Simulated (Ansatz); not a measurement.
CuCl2:

```xyz
3
Lattice="-2.2549 2.2549 6.8599 2.2549 -2.2549 6.8599 2.2549 2.2549 -6.8599" Properties=species:S:1:pos:R:3 pbc="T T T"
Cu    0.0000    0.0000    0.0000
Cl    2.2549    0.0000    0.0000
Cl    0.0000    2.2549    0.0000
```

Measurements of this composition are mostly on another form, of space group No. 12.

- Program: Ansatz 0.2.0
- Task: relaxation of cell and atoms
- Functional: PBEsol
- Potentials or basis: Ansatz PAW
- Cutoff: 420 eV (not typed: the program's choice for these potentials)
- k mesh: 8 × 8 × 8
- Occupations: fermi-dirac, width 0.05 eV
- Spin: no spin polarisation
- Hubbard terms: Cu d U = 2 eV

At the start: volume 46.50 Å³/atom.

Where does the relaxation end?

It ends after 8 steps and the volume is 40.94 Å³/atom (-12.0 %); space group I4/mmm (No. 139, to 0.05 Å).

Step by step:
| step | energy change (eV) | largest force (eV/Å) | volume (Å³) |
| --- | --- | --- | --- |
| 1 | 0.0000 | 0.0000 | 139.51 |
| 2 | -0.0095 | 0.0000 | 137.88 |
| 3 | -0.0131 | 0.0000 | 135.98 |
| 4 | -0.0131 | 0.0000 | 136.08 |
| 5 | -0.0131 | 0.0000 | 136.04 |
| 6 | -0.0140 | 0.0000 | 129.47 |
| 7 | -0.0152 | 0.0000 | 122.82 |
| 8 | -0.0139 | 0.0000 | 122.82 |

Final structure:
```
Cu Cl
1.0
    -2.22876    2.22876    6.18144
     2.22876   -2.22876    6.18144
     2.22876    2.22876   -6.18144
Cu Cl
1 2
Direct
  0.00000 0.00000 0.00000
  0.00000 0.50000 0.50000
  0.50000 0.00000 0.50000
```

Caveat: the plane-wave basis is chosen anew once the cell has moved, so the energies of steps on either side of that aren't comparable; an odd number of electrons without spin polarisation forces a metal; a magnetic or distorted state may lie lower; the run has no spin polarisation, though such a crystal can be magnetic; U without spin polarisation on a metal has little footing; the PAW data sets come from PBE, with cores solved anew for the run's functional, which leaves a small shift of forces and pressure.
